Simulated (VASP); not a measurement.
# Ag in VASP: further runs

One molecule, Ag, is run at these levels: rev-vdW-DF2, LDA, PBEsol, PBE+D3; tasks: single point.

All numbers are computed with VASP 6.6.1; they aren't measurements. Logs are shortened: lines on timing, memory, paths and dates and some standing lists are left out, and cuts for length are marked.

### Step 1. The structure

The cell holds a molecule in a box, 1 atom: a = 10.500 Å, b = 11.000 Å, c = 11.500 Å, α = 90.00°, β = 90.00°, γ = 90.00°.

### Step 2. Single point, rev-vdW-DF2, collinear spin, ferromagnetic start

Input file INCAR:

```
SYSTEM = Ag
PREC = Accurate
ENCUT = 400
EDIFF = 1E-7
ISMEAR = 0
SIGMA = 0.01
LREAL = .False.
LASPH = .True.
NELM = 60
ALGO = Fast
ISIF = 2
LWAVE = .False.
LCHARG = .False.
ISPIN = 2
MAGMOM = 0.5
LORBIT = 11
NUPDOWN = 1
LMAXMIX = 4
GGA = MK
LUSE_VDW = .True.
AGGAC = 0.0
PARAM1 = 0.1234
PARAM2 = 0.711357
ZAB_VDW = -1.8867
NBANDS = 16
ISYM = 0
```

Input file KPOINTS:

```
Automatic mesh
0
Gamma
  1 1 1
  0 0 0
```

Input file POSCAR:

```
Ag                                      
1.0
   10.5000000000      0.0000000000      0.0000000000
    0.0000000000     11.0000000000      0.0000000000
    0.0000000000      0.0000000000     11.5000000000
  Ag            
     1
Selective dynamics
Direct
     0.5000000000000000    0.5045454544999970    0.5000000000000000   F   F   F
```

Potentials or basis: VASP PAW PBE potentials, release 64 (Ag).

Launch:

```sh
$ cat potpaw_PBE.64/Ag/POTCAR > POTCAR
$ mpirun -np 4 vasp_gam > vasp.out
```

OUTCAR:

```text
SYSTEM = Ag
   PREC = Accurate
   ENCUT = 400
   EDIFF = 1E-7
   ISMEAR = 0
   LREAL = .False.
   LASPH = .True.
   NELM = 60
   ISIF = 2
   ISPIN = 2
   LORBIT = 11
   NUPDOWN = 1
   GGA = MK
   ISYM = 0

 ion  position               nearest neighbor table
   1  0.500  0.505  0.500-

IMPORTANT INFORMATION: All symmetrisations will be switched off!
NOSYMM: (Re-)initialisation of all symmetry stuff for point group C_1.

----------------------------------------------------------------------------------------

                                     Primitive cell

  volume of cell :    1328.2500

  direct lattice vectors                    reciprocal lattice vectors
    10.500000000  0.000000000  0.000000000     0.095238095  0.000000000  0.000000000
     0.000000000 11.000000000  0.000000000     0.000000000  0.090909091  0.000000000
     0.000000000  0.000000000 11.500000000     0.000000000  0.000000000  0.086956522

  length of vectors
    10.500000000 11.000000000 11.500000000     0.095238095  0.090909091  0.086956522

  position of ions in fractional coordinates (direct lattice)
     0.500000000  0.504545454  0.500000000

  ion indices of the primitive-cell ions
   primitive index   ion index
                 1           1

----------------------------------------------------------------------------------------

 KPOINTS: Automatic mesh

Automatic generation of k-mesh.
 Grid dimensions read from file:
 generate k-points for:    1    1    1

 Generating k-lattice:

  Cartesian coordinates                     Fractional coordinates (reciprocal lattice)
     0.095238095  0.000000000  0.000000000     1.000000000  0.000000000  0.000000000
     0.000000000  0.090909091  0.000000000     0.000000000  1.000000000  0.000000000
     0.000000000  0.000000000  0.086956522     0.000000000  0.000000000  1.000000000

  Length of vectors
     0.095238095  0.090909091  0.086956522

  Shift w.r.t. Gamma in fractional coordinates (k-lattice)
     0.000000000  0.000000000  0.000000000

 Subroutine IBZKPT returns following result:
 ===========================================

 Found      1 irreducible k-points:

 Following reciprocal coordinates:
            Coordinates               Weight
  0.000000  0.000000  0.000000      1.000000
   k-points           NKPTS =      1   k-points in BZ     NKDIM =      1   number of bands    NBANDS=     16
   number of dos      NEDOS =    301   number of ions     NIONS =      1
   total plane-waves  NPLWV = 403200
   dimension x,y,z NGX =    70 NGY =   72 NGZ =   80
   dimension x,y,z NGXF=   140 NGYF=  144 NGZF=  160
   ions per type =               1
   NGX,Y,Z   is equivalent  to a cutoff of  11.08, 10.88, 11.56 a.u.
   NGXF,Y,Z  is equivalent  to a cutoff of  22.17, 21.76, 23.13 a.u.
 SYSTEM =  Ag
   PREC   = accura    normal or accurate (medium, high low for compatibility)
   ISTART =      0    job   : 0-new  1-cont  2-samecut
   ICHARG =      2    charge: 1-file 2-atom 10-const
   ISPIN  =      2    spin polarized calculation?
   LNONCOLLINEAR =      F non collinear calculations
   LSORBIT =      F    spin-orbit coupling
   LASPH  =      T    aspherical Exc in radial PAW
   ENCUT  =  400.0 eV  29.40 Ry    5.42 a.u.  17.12 17.94 18.75*2*pi/ulx,y,z
   NELM   =     60;   NELMIN=  2; NELMDL= -5     # of ELM steps
   EDIFF  = 0.1E-06   stopping-criterion for ELM
   LREAL  =      F    real-space projection
   EDIFFG = 0.1E-05   stopping-criterion for IOM
   NSW    =      0    number of steps for IOM
   IBRION =     -1    ionic relax: 0-MD 1-quasi-New 2-CG
   NFREE  =      0    steps in history (QN), initial steepest desc. (CG)
   ISIF   =      2    stress and relaxation
   ISYM   =      0    0-nonsym 1-usesym 2-fastsym
   POTIM  = 0.5000    time-step for ionic-motion
   TEBEG  =    0.0;   TEEND  =   0.0 temperature during run
   PSTRESS=    0.0 pullay stress
   NELECT =      11.0000    total number of electrons
   NUPDOWN=       1.0000    fix difference up-down
   EMIN   =  10.00;   EMAX   =-10.00  energy-range for DOS
   EFERMI =   0.00;   METHOD = LEGACY
   ISMEAR =     0;   SIGMA  =   0.01  broadening in eV -4-tet -1-fermi 0-gaus
   EFERMI_NEDOS =   21; number of points for ismear=-14 and -15
   IALGO  =     68    algorithm
   IMIX   =      4    mixing-type and parameters
     AMIX     =   0.40;   BMIX     =  1.00
     AMIX_MAG =   1.60;   BMIX_MAG =  1.00
  volume/ion in A,a.u.               =    1328.25      8963.47
  Fermi-wavevector in a.u.,A,eV,Ry     =   0.331217  0.625909  1.492622  0.109705
  Thomas-Fermi vector in A             =   1.227185
   LORBIT       =     11    0 simple, 1 ext, 2 COOP (PROOUT), +10 PAW based schemes
   GGA     = MK    functional components
   LHFCALC =     F    Hartree Fock is set to
   AEXX    =    0.0000 exact exchange contribution
   IVDW_NL    =     1    kernel type
   BPARAM     = 6.3000
   IVDW    =     0    specifies the selected vdW correction
   LEPSILON=     F    determine dielectric tensor
   LRPA    =     F    only Hartree local field effects (RPA)
 spin polarized calculation
 RMM-DIIS sequential band-by-band and
 Gauss-broadening in eV      SIGMA  =   0.01
  energy-cutoff  :      400.00
  volume of cell :     1328.25
 maximum number of plane-waves:     12033
 NGX is ok and might be reduce to    70
   NGX = 35   NGY = 35   NGZ = 37

 number of electron      10.9999998 magnetization       0.9999952

 Free energy of the ion-electron system (eV)
  ---------------------------------------------------
  ext. energy  EPLUGINS =         0.00000000
  ---------------------------------------------------
  free energy    TOTEN  =         2.77446316 eV

  energy without entropy =        2.77446316  energy(sigma->0) =        2.77446316

 E-fermi :  -7.2052     XC(G=0):  -0.9550

 val. band max:       -4.6780273645   @ k =   0.0000   0.0000   0.0000
 cond. band min:      -4.1140391565   @ k =   0.0000   0.0000   0.0000
 fundamental gap:      0.5639882079
 Fermi energy:        -4.6258442334

 spin component 1

 k-point     1 :       0.0000    0.0000    0.0000
  band No.  band energies     occupation
      1      -7.4493      1.00000
      2      -7.4493      1.00000
      3      -7.4493      1.00000
      4      -7.4493      1.00000
      5      -7.4493      1.00000
      6      -4.6780      1.00000
      7      -0.8751      0.00000
      8      -0.8592      0.00000
      9      -0.8381      0.00000
     10      -0.2922      0.00000
     11       0.6369      0.00000
     12       0.7042      0.00000
     13       1.1614      0.00000
     14       1.2512      0.00000
     15       1.3195      0.00000
     16       1.3540      0.00000
 Fermi energy:        -7.2052233719

 spin component 2

 k-point     1 :       0.0000    0.0000    0.0000
  band No.  band energies     occupation
      1      -7.2732      1.00000
      2      -7.2732      1.00000
      3      -7.2731      1.00000
      4      -7.2731      1.00000
      5      -7.2731      1.00000
      6      -4.1140      0.00000
      7      -0.6075      0.00000
      8      -0.5838      0.00000
      9      -0.5572      0.00000
     10      -0.2604      0.00000
     11       0.5957      0.00000
     12       0.6759      0.00000
     13       1.2661      0.00000
     14       1.3146      0.00000
     15       1.3514      0.00000
     16       1.4412      0.00000

------------------------ aborting loop because EDIFF is reached ----------------------------------------

  FORCE on cell =-STRESS in cart. coord.  units (eV):
  Direction    XX          YY          ZZ          XY          YZ          ZX
  --------------------------------------------------------------------------------------
  -------------------------------------------------------------------------------------
  Total       -0.0583286     -0.0551357     -0.0523853     -0.0000002      0.0000005      0.0000006
  in kB       -0.0703578     -0.0665064     -0.0631888     -0.0000002      0.0000006      0.0000008
  external PRESSURE =      -0.0666844 kB  Pullay stress =       0.0000000 kB

 VOLUME and BASIS-vectors are now :
 -----------------------------------------------------------------------------
  energy-cutoff  :      400.00
  volume of cell :     1328.25
      direct lattice vectors                 reciprocal lattice vectors
    10.500000000  0.000000000  0.000000000     0.095238095  0.000000000  0.000000000
     0.000000000 11.000000000  0.000000000     0.000000000  0.090909091  0.000000000
     0.000000000  0.000000000 11.500000000     0.000000000  0.000000000  0.086956522

 POSITION                                       TOTAL-FORCE (eV/Angst)
 -----------------------------------------------------------------------------------
      5.25000      5.55000      5.75000        -0.000001      0.000343     -0.000001
 -----------------------------------------------------------------------------------
    total drift:                               -0.000001      0.000343     -0.000001

  FREE ENERGIE OF THE ION-ELECTRON SYSTEM (eV)
  ---------------------------------------------------
  free  energy   TOTEN  =         2.7744631586 eV

  energy  without entropy=        2.7744631586  energy(sigma->0) =        2.77446316

Total vdW correction in eV:      2.9433503

 total charge

# of ion       s       p       d       tot
------------------------------------------
    1        0.363   0.000   9.334   9.696

 magnetization (x)

# of ion       s       p       d       tot
------------------------------------------
    1        0.363   0.000  -0.018   0.345
```

Wall time 3.2 min (4 MPI ranks of Intel Xeon 6975P-C (Granite Rapids), shared host); peak memory 0.84 GiB.

What came out:

- Free energy: 2.7745 eV
- Net moment: 1.00 μB per cell
- Site moments: Ag +0.34 μB
- Valence electrons inside the program's atomic spheres: Ag 9.70

Caveat: the PAW data sets were made with another functional, which shifts forces and pressure a little; the total moment is fixed, so each spin has its own Fermi level.

### Step 3. Single point, LDA, collinear spin, ferromagnetic start

Changes to INCAR since step 2:

```diff
@@ -18,8 +18,3 @@
 LMAXMIX = 4
-GGA = MK
-LUSE_VDW = .True.
-AGGAC = 0.0
-PARAM1 = 0.1234
-PARAM2 = 0.711357
-ZAB_VDW = -1.8867
+GGA = CA
 NBANDS = 16
```

KPOINTS is that of step 2.

POSCAR is that of step 2.

Potentials or basis: VASP PAW LDA potentials, release 64 (Ag).

Launch:

```sh
$ cat potpaw_LDA.64/Ag/POTCAR > POTCAR
$ mpirun -np 4 vasp_gam > vasp.out
```

It took 18 s on 4 MPI ranks of Intel Xeon 6975P-C (Granite Rapids), shared host; peak memory 0.31 GiB.

It converged, with:

| Item | Value |
| --- | --- |
| Free energy | -0.1511 eV |
| Net moment | 1.00 μB per cell |
| Site moments | Ag +0.36 μB |
| Valence electrons inside the program's atomic spheres | Ag 9.71 |

Caveat: the total moment is fixed, so each spin has its own Fermi level.

### Step 4. Single point, PBEsol, collinear spin, ferromagnetic start

Changes to INCAR since step 3:

```diff
@@ -18,3 +18,3 @@
 LMAXMIX = 4
-GGA = CA
+GGA = PS
 NBANDS = 16
```

KPOINTS is that of step 3.

POSCAR is that of step 3.

Potentials or basis: VASP PAW PBE potentials, release 64 (Ag).

Launch:

```sh
$ cat potpaw_PBE.64/Ag/POTCAR > POTCAR
$ mpirun -np 4 vasp_gam > vasp.out
```

It took 36 s on 4 MPI ranks of Intel Xeon 6975P-C (Granite Rapids), shared host; peak memory 0.41 GiB.

It converged, with:

```
Free energy                                           : -0.2319 eV
Net moment                                            : 1.00 μB per cell
Site moments                                          : Ag +0.34 μB
Valence electrons inside the program's atomic spheres : Ag 9.71
```

Caveat: the PAW data sets were made with another functional, which shifts forces and pressure a little; the total moment is fixed, so each spin has its own Fermi level.

[end of part 1 of 2]
